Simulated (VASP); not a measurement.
# Mo (Im-3m) in VASP: further runs

Runs on Mo. Level: PBE. Tasks: relaxation of cell and atoms, relaxation of the atoms.

All numbers are computed with VASP 6.6.1; they aren't measurements. Logs are shortened: lines on timing, memory, paths and dates and some standing lists are left out, and cuts for length are marked.

### Step 1. The structure

Symmetry: Im-3m, No. 229, cubic system. The conventional cell has a = 3.147 Å, b = 3.147 Å, c = 3.147 Å, α = 90.00°, β = 90.00°, γ = 90.00°. Mo (site symmetry m-3m) has 8 Mo at 2.73 Å as nearest neighbours.

### Step 2. Relaxation of cell and atoms, PBE

Input file INCAR:

```
SYSTEM = Mo
PREC     = Accurate       ! precision mode
ENCUT    = 600            ! plane-wave cutoff, eV
EDIFF    = 1E-6           ! SCF threshold, eV
ISMEAR   = 1              ! smearing method
SIGMA    = 0.1            ! smearing width, eV
LREAL    = .FALSE.        ! projectors in reciprocal space
LASPH    = .TRUE.         ! aspherical terms in the spheres
NELM     = 80             ! most SCF steps
ALGO     = Normal         ! electronic algorithm
ISIF     = 3              ! what is computed and relaxed
LWAVE    = .FALSE.        ! write WAVECAR
LCHARG   = .FALSE.        ! write CHGCAR
GGA      = PE             ! functional
IBRION   = 2              ! ionic algorithm
NSW      = 90             ! ionic steps
EDIFFG   = -0.01          ! ionic threshold
```

Input file KPOINTS:

```
regular mesh
0
G
  16 16 16
  0 0 0
```

Input file POSCAR:

```
Mo
1.0
   -1.5734150000      1.5734150000      1.5734150000
    1.5734150000     -1.5734150000      1.5734150000
    1.5734150000      1.5734150000     -1.5734150000
Mo
1
Direct
    0.0000000000      0.0000000000      0.0000000000
```

Potentials or basis: VASP PAW PBE potentials, release 64 (Mo_sv).

Started as:

```sh
$ cat potpaw_PBE.64/Mo_sv/POTCAR > POTCAR
$ mpirun -np 1 vasp_std > vasp.out
```

OUTCAR:

```text
SYSTEM = Mo
   PREC = Accurate
   ENCUT = 600
   EDIFF = 1E-6
   ISMEAR = 1
   LREAL = .FALSE.
   LASPH = .TRUE.
   NELM = 80
   ISIF = 3
   GGA = PE
   IBRION = 2
   NSW = 90
   EDIFFG = -0.01

 ion  position               nearest neighbor table
   1  0.000  0.000  0.000-

  LATTYP: Found a body centered cubic cell.
 ALAT       =     3.1468300000

  Lattice vectors:

 A1 = (  -1.5734150000,   1.5734150000,   1.5734150000)
 A2 = (   1.5734150000,  -1.5734150000,   1.5734150000)
 A3 = (   1.5734150000,   1.5734150000,  -1.5734150000)

Analysis of symmetry for initial positions (statically):
=====================================================================
 Subroutine PRICEL returns:
 Original cell was already a primitive cell.

 Routine SETGRP: Setting up the symmetry group for a
 body centered cubic supercell.

 Subroutine GETGRP returns: Found 48 space group operations
 (whereof 48 operations were pure point group operations)
 out of a pool of 48 trial point group operations.

The static configuration has the point symmetry O_h .

Analysis of symmetry for dynamics (positions and initial velocities):
=====================================================================
 Subroutine PRICEL returns:
 Original cell was already a primitive cell.

 Routine SETGRP: Setting up the symmetry group for a
 body centered cubic supercell.

 Subroutine GETGRP returns: Found 48 space group operations
 (whereof 48 operations were pure point group operations)
 out of a pool of 48 trial point group operations.

The dynamic configuration has the point symmetry O_h .

 Subroutine INISYM returns: Found 48 space group operations
 (whereof 48 operations are pure point group operations),
 and found     1 'primitive' translations

----------------------------------------------------------------------------------------

                                     Primitive cell

  volume of cell :      15.5808

  direct lattice vectors                    reciprocal lattice vectors
    -1.573415000  1.573415000  1.573415000     0.000000000  0.317780115  0.317780115
     1.573415000 -1.573415000  1.573415000     0.317780115  0.000000000  0.317780115
     1.573415000  1.573415000 -1.573415000     0.317780115  0.317780115  0.000000000

  length of vectors
     2.725234721  2.725234721  2.725234721     0.449408949  0.449408949  0.449408949

  position of ions in fractional coordinates (direct lattice)
     0.000000000  0.000000000  0.000000000

  ion indices of the primitive-cell ions
   primitive index   ion index
                 1           1

----------------------------------------------------------------------------------------

 KPOINTS: regular mesh

Automatic generation of k-mesh.
 Grid dimensions read from file:
 generate k-points for:   16   16   16

 Generating k-lattice:

  Cartesian coordinates                     Fractional coordinates (reciprocal lattice)
     0.000000000  0.019861257  0.019861257     0.062500000  0.000000000  0.000000000
     0.019861257  0.000000000  0.019861257     0.000000000  0.062500000  0.000000000
     0.019861257  0.019861257  0.000000000     0.000000000  0.000000000  0.062500000

  Length of vectors
     0.028088059  0.028088059  0.028088059

  Shift w.r.t. Gamma in fractional coordinates (k-lattice)
     0.000000000  0.000000000  0.000000000

 Subroutine IBZKPT returns following result:
 ===========================================

 Found    145 irreducible k-points:

 Following reciprocal coordinates:
            Coordinates               Weight
  0.000000  0.000000  0.000000      1.000000
  0.062500  0.000000  0.000000     12.000000
  0.125000  0.000000  0.000000     12.000000
  0.187500  0.000000  0.000000     12.000000
  0.250000  0.000000  0.000000     12.000000
  0.312500  0.000000  0.000000     12.000000
[... 16 lines left out ...]
  0.187500  0.187500  0.000000     24.000000
  0.250000  0.187500  0.000000     48.000000
 [... further k-points ...]
   k-points           NKPTS =    145   k-points in BZ     NKDIM =    145   number of bands    NBANDS=     11
   number of dos      NEDOS =    301   number of ions     NIONS =      1
   total plane-waves  NPLWV =  13824
   dimension x,y,z NGX =    24 NGY =   24 NGZ =   24
   dimension x,y,z NGXF=    48 NGYF=   48 NGZF=   48
   ions per type =               1
   NGX,Y,Z   is equivalent  to a cutoff of  14.64, 14.64, 14.64 a.u.
   NGXF,Y,Z  is equivalent  to a cutoff of  29.28, 29.28, 29.28 a.u.
 SYSTEM =  Mo
   PREC   = accura    normal or accurate (medium, high low for compatibility)
   ISTART =      0    job   : 0-new  1-cont  2-samecut
   ICHARG =      2    charge: 1-file 2-atom 10-const
   ISPIN  =      1    spin polarized calculation?
   LNONCOLLINEAR =      F non collinear calculations
   LSORBIT =      F    spin-orbit coupling
   LASPH  =      T    aspherical Exc in radial PAW
   ENCUT  =  600.0 eV  44.10 Ry    6.64 a.u.   5.44  5.44  5.44*2*pi/ulx,y,z
   NELM   =     80;   NELMIN=  2; NELMDL= -5     # of ELM steps
   EDIFF  = 0.1E-05   stopping-criterion for ELM
   LREAL  =      F    real-space projection
   EDIFFG = -.1E-01   stopping-criterion for IOM
   NSW    =     90    number of steps for IOM
   IBRION =      2    ionic relax: 0-MD 1-quasi-New 2-CG
   NFREE  =      1    steps in history (QN), initial steepest desc. (CG)
   ISIF   =      3    stress and relaxation
   ISYM   =      2    0-nonsym 1-usesym 2-fastsym
   POTIM  = 0.5000    time-step for ionic-motion
   TEBEG  =    0.0;   TEEND  =   0.0 temperature during run
   PSTRESS=    0.0 pullay stress
   NELECT =      14.0000    total number of electrons
   NUPDOWN=      -1.0000    fix difference up-down
   EMIN   =  10.00;   EMAX   =-10.00  energy-range for DOS
   EFERMI =   0.00;   METHOD = LEGACY
   ISMEAR =     1;   SIGMA  =   0.10  broadening in eV -4-tet -1-fermi 0-gaus
   EFERMI_NEDOS =   21; number of points for ismear=-14 and -15
   IALGO  =     38    algorithm
   IMIX   =      4    mixing-type and parameters
     AMIX     =   0.40;   BMIX     =  1.00
     AMIX_MAG =   1.60;   BMIX_MAG =  1.00
  volume/ion in A,a.u.               =      15.58       105.14
  Fermi-wavevector in a.u.,A,eV,Ry     =   1.579747  2.985289 33.954710  2.495601
  Thomas-Fermi vector in A             =   2.680079
   LORBIT       =      0    0 simple, 1 ext, 2 COOP (PROOUT), +10 PAW based schemes
   GGA     = PE    functional components
   LHFCALC =     F    Hartree Fock is set to
   AEXX    =    0.0000 exact exchange contribution
   IVDW    =     0    specifies the selected vdW correction
   LEPSILON=     F    determine dielectric tensor
   LRPA    =     F    only Hartree local field effects (RPA)
 conjugate gradient relaxation of ions
 non-spin polarized calculation
 Methfessel and Paxton  Order N= 1 SIGMA  =   0.10
  energy-cutoff  :      600.00
  volume of cell :       15.58
 maximum number of plane-waves:       537
 NGX is ok and might be reduce to    24
   NGX = 11   NGY = 11   NGZ = 11

--------------------------------------- Ionic step        1  -------------------------------------------

 number of electron      14.0000002 magnetization

 Free energy of the ion-electron system (eV)
  ---------------------------------------------------
  ext. energy  EPLUGINS =         0.00000000
  ---------------------------------------------------
  free energy    TOTEN  =       -10.93755556 eV

  energy without entropy =      -10.93812387  energy(sigma->0) =      -10.93774500

------------------------ aborting loop because EDIFF is reached ----------------------------------------

  FORCE on cell =-STRESS in cart. coord.  units (eV):
  Direction    XX          YY          ZZ          XY          YZ          ZX
  --------------------------------------------------------------------------------------
  -------------------------------------------------------------------------------------
  Total        0.3683819      0.3683819      0.3683819      0.0000000     -0.0000000      0.0000000
  in kB       37.8807888     37.8807888     37.8807888      0.0000000     -0.0000000      0.0000000
  external PRESSURE =      37.8807888 kB  Pullay stress =       0.0000000 kB
[... 55 lines left out ...]
  energy  without entropy=      -10.9217679688  energy(sigma->0) =      -10.92140600

--------------------------------------- Ionic step        3  -------------------------------------------

 number of electron      14.0000002 magnetization

 Free energy of the ion-electron system (eV)
  ---------------------------------------------------
  ext. energy  EPLUGINS =         0.00000000
  ---------------------------------------------------
  free energy    TOTEN  =       -10.94011067 eV

  energy without entropy =      -10.94072211  energy(sigma->0) =      -10.94031448

 E-fermi :  12.4217     XC(G=0): -13.3272

 val. band max:       12.4077797826   @ k =  -0.1875   0.1875   0.0625
 cond. band min:      12.4672718017   @ k =   0.1875   0.0000   0.0000
 fundamental gap:      0.0594920191
 Fermi energy:        12.4217246464

 k-point     1 :       0.0000    0.0000    0.0000
  band No.  band energies     occupation
      1     -48.8536      2.00000
      2     -22.1458      2.00000
      3     -22.1458      2.00000
      4     -22.1458      2.00000
      5       5.2186      2.00000
      6      11.0795      2.00000
      7      11.0795      2.00000
      8      11.0795      2.00000
      9      14.0640     -0.00000
     10      14.0640     -0.00000
     11      27.2327      0.00000
[... 309 lines left out ...]
 k-point    24 :       0.2500    0.1875    0.0000
  band No.  band energies     occupation
      1     -48.6300      2.00000
      2     -23.2068      2.00000
      3     -22.5850      2.00000
      4     -22.2627      2.00000
      5       8.2845      2.00000
      6       9.5464      2.00000
      7      10.6232      2.00000
      8      13.5016     -0.00000
      9      14.8055      0.00000
     10      16.9789      0.00000
     11      25.5411      0.00000

 [... further k-points ...]

------------------------ aborting loop because EDIFF is reached ----------------------------------------

  FORCE on cell =-STRESS in cart. coord.  units (eV):
  Direction    XX          YY          ZZ          XY          YZ          ZX
  --------------------------------------------------------------------------------------
  -------------------------------------------------------------------------------------
  Total       -0.0048500     -0.0048500     -0.0048500      0.0000000      0.0000000     -0.0000000
  in kB       -0.4916787     -0.4916787     -0.4916787      0.0000000      0.0000000     -0.0000000
  external PRESSURE =      -0.4916787 kB  Pullay stress =       0.0000000 kB
[... 16 lines left out ...]
  FREE ENERGIE OF THE ION-ELECTRON SYSTEM (eV)
  ---------------------------------------------------
  free  energy   TOTEN  =       -10.9401106714 eV

  energy  without entropy=      -10.9407221111  energy(sigma->0) =      -10.94031448

 reached required accuracy - stopping structural energy minimisation
```

It took 43 s on 1 thread of AMD EPYC 7R13 (Zen 3), shared host; peak memory 0.14 GiB.

Results:

| Property | Result |
| --- | --- |
| Free energy | -10.9401 eV |
| Relaxed volume | 15.80 Å³/atom |
| Relaxed cell | a = 2.738 Å, b = 2.738 Å, c = 2.738 Å, α = 109.47°, β = 109.47°, γ = 109.47° |
| Space group after relaxing (to 0.05 Å) | Im-3m (No. 229) |
| Energy gained by relaxing | 2.6 meV/atom |
| Ionic steps | 3 |
| Pressure after relaxing | 0.0 GPa |
| Band gap on the k mesh | none (metal or under the smearing width) |

The path:
| step | energy change (eV) | largest force (eV/Å) | pressure (GPa) | volume (Å³) |
| --- | --- | --- | --- | --- |
| 1 | 0.0000 | 0.0000 | 3.79 | 15.58 |
| 2 | 0.0163 | 0.0000 | -9.34 | 16.43 |
| 3 | -0.0026 | 0.0000 | -0.05 | 15.80 |

Final structure:
```yaml
crystal:
  lattice:
    - [-1.58089, 1.58089, 1.58089]
    - [1.58089, -1.58089, 1.58089]
    - [1.58089, 1.58089, -1.58089]
  atoms:
    - { symbol: Mo, position: [0.00000, 0.00000, 0.00000] }
```

Levels at points of the mesh, in eV from the Fermi level:
| k point | band 4 | band 5 | band 6 | band 7 | band 8 | band 9 | band 10 | band 11 |
| --- | --- | --- | --- | --- | --- | --- | --- | --- |
| (0.00, 0.00, 0.00) | -34.57 | -7.20 | -1.34 | -1.34 | -1.34 | 1.64 | 1.64 | 14.81 |
| (0.50, 0.00, 0.00) | -34.58 | -5.26 | -3.35 | 1.58 | 1.66 | 2.29 | 4.67 | 11.48 |
| (0.50, 0.50, 0.50) | -35.50 | -5.36 | -5.36 | 3.92 | 3.92 | 3.92 | 8.98 | 8.98 |

PBE usually gives volumes a little too large and moduli too small. Zero-point motion and thermal expansion aren't in these numbers.

### Step 3. Relaxation of cell and atoms, PBE

This run uses another cell than the first one, of 15.80 Å³/atom, 1.014 times its volume.

INCAR, as its differences from that of step 2:

```diff
@@ -3,3 +3,3 @@
 ENCUT    = 600            ! plane-wave cutoff, eV
-EDIFF    = 1E-6           ! SCF threshold, eV
+EDIFF    = 1E-7           ! SCF threshold, eV
 ISMEAR   = 1              ! smearing method
@@ -16,2 +16,2 @@
 NSW      = 90             ! ionic steps
-EDIFFG   = -0.01          ! ionic threshold
+EDIFFG   = -0.005         ! ionic threshold
```

KPOINTS is that of step 2.

Input file POSCAR:

```
Mo                                      
1.0
   -1.5808923904      1.5808923904      1.5808923904
    1.5808923904     -1.5808923904      1.5808923904
    1.5808923904      1.5808923904     -1.5808923904
  Mo            
     1
Direct
     0.0000000000000000    0.0000000000000000    0.0000000000000000
```

Potentials or basis: VASP PAW PBE potentials, release 64 (Mo_sv).

Started as:

```sh
$ cat potpaw_PBE.64/Mo_sv/POTCAR > POTCAR
$ mpirun -np 1 vasp_std > vasp.out
```

OUTCAR:

```text
SYSTEM = Mo
   PREC = Accurate
   ENCUT = 600
   EDIFF = 1E-7
   ISMEAR = 1
   LREAL = .FALSE.
   LASPH = .TRUE.
   NELM = 80
   ISIF = 3
   GGA = PE
   IBRION = 2
   NSW = 90
   EDIFFG = -0.005

 ion  position               nearest neighbor table
   1  0.000  0.000  0.000-

  LATTYP: Found a body centered cubic cell.
 ALAT       =     3.1617847808

  Lattice vectors:

 A1 = (  -1.5808923904,   1.5808923904,   1.5808923904)
 A2 = (   1.5808923904,  -1.5808923904,   1.5808923904)
[... 520 lines left out ...]
 [... further k-points ...]

------------------------ aborting loop because EDIFF is reached ----------------------------------------

  FORCE on cell =-STRESS in cart. coord.  units (eV):
  Direction    XX          YY          ZZ          XY          YZ          ZX
  --------------------------------------------------------------------------------------
  -------------------------------------------------------------------------------------
  Total       -0.0045823     -0.0045823     -0.0045823     -0.0000000      0.0000000     -0.0000000
  in kB       -0.4645416     -0.4645416     -0.4645416     -0.0000000      0.0000000     -0.0000000
  external PRESSURE =      -0.4645416 kB  Pullay stress =       0.0000000 kB

 VOLUME and BASIS-vectors are now :
 -----------------------------------------------------------------------------
  energy-cutoff  :      600.00
  volume of cell :       15.80
      direct lattice vectors                 reciprocal lattice vectors
    -1.580892390  1.580892390  1.580892390     0.000000000  0.316277062  0.316277062
     1.580892390 -1.580892390  1.580892390     0.316277062  0.000000000  0.316277062
     1.580892390  1.580892390 -1.580892390     0.316277062  0.316277062  0.000000000

 POSITION                                       TOTAL-FORCE (eV/Angst)
 -----------------------------------------------------------------------------------
      0.00000      0.00000      0.00000         0.000000      0.000000     -0.000000
 -----------------------------------------------------------------------------------
    total drift:                               -0.000000      0.000000      0.000000

  FREE ENERGIE OF THE ION-ELECTRON SYSTEM (eV)
  ---------------------------------------------------
  free  energy   TOTEN  =       -10.9403565409 eV

  energy  without entropy=      -10.9409680484  energy(sigma->0) =      -10.94056038

 reached required accuracy - stopping structural energy minimisation
```

OSZICAR:

```text
N       E                     dE             d eps       ncg     rms          rms(c)
DAV:   1     0.102695400042E+03    0.10270E+03   -0.89427E+03  3190   0.145E+03
DAV:   2    -0.997881111437E+01   -0.11267E+03   -0.10893E+03  3475   0.364E+02
DAV:   3    -0.116040006015E+02   -0.16252E+01   -0.16086E+01  3687   0.435E+01
DAV:   4    -0.116086771446E+02   -0.46765E-02   -0.46761E-02  3478   0.269E+00
DAV:   5    -0.116087014287E+02   -0.24284E-04   -0.24283E-04  3733   0.195E-01    0.144E+01
DAV:   6    -0.110201274776E+02    0.58857E+00   -0.10548E+00  3466   0.124E+01    0.381E+00
DAV:   7    -0.109437904887E+02    0.76337E-01   -0.20631E-01  3698   0.512E+00    0.960E-01
DAV:   8    -0.109402800443E+02    0.35104E-02   -0.41728E-03  3355   0.947E-01    0.172E-01
DAV:   9    -0.109403476882E+02   -0.67644E-04   -0.12415E-04  3726   0.154E-01    0.723E-02
DAV:  10    -0.109403565260E+02   -0.88378E-05   -0.12184E-05  3439   0.471E-02    0.731E-03
DAV:  11    -0.109403565409E+02   -0.14927E-07   -0.40998E-07  3814   0.706E-03
   1 F= -.10940357E+02 E0= -.10940560E+02  d E =-.109404E+02
```

CONTCAR:

```text
Mo
   1.00000000000000
    -1.5808923904000001    1.5808923904000001    1.5808923904000001
     1.5808923904000001   -1.5808923904000001    1.5808923904000001
     1.5808923904000001    1.5808923904000001   -1.5808923904000001
  Mo
     1
Direct
     0.0000000000000000    0.0000000000000000    0.0000000000000000

  0.00000000E+00  0.00000000E+00  0.00000000E+00
```

Wall time 20 s (1 thread of AMD EPYC 7R13 (Zen 3), shared host); peak memory 0.13 GiB.

Results:

- Free energy: -10.9404 eV
- Pressure after relaxing: 0.0 GPa
- Band gap on the k mesh: none (metal or under the smearing width)

Final structure:
```cif
data_structure
_symmetry_space_group_name_H-M 'P 1'
_symmetry_Int_Tables_number 1
_cell_length_a 2.7382
_cell_length_b 2.7382
_cell_length_c 2.7382
_cell_angle_alpha 109.471
_cell_angle_beta 109.471
_cell_angle_gamma 109.471
_cell_volume 15.80
loop_
_atom_site_label
_atom_site_type_symbol
_atom_site_fract_x
_atom_site_fract_y
_atom_site_fract_z
_atom_site_occupancy
Mo1 Mo 0.00000 0.00000 0.00000 1
```

Caveat: the relaxation stopped at its first step, so nothing moved.

[end of part 1 of 2]
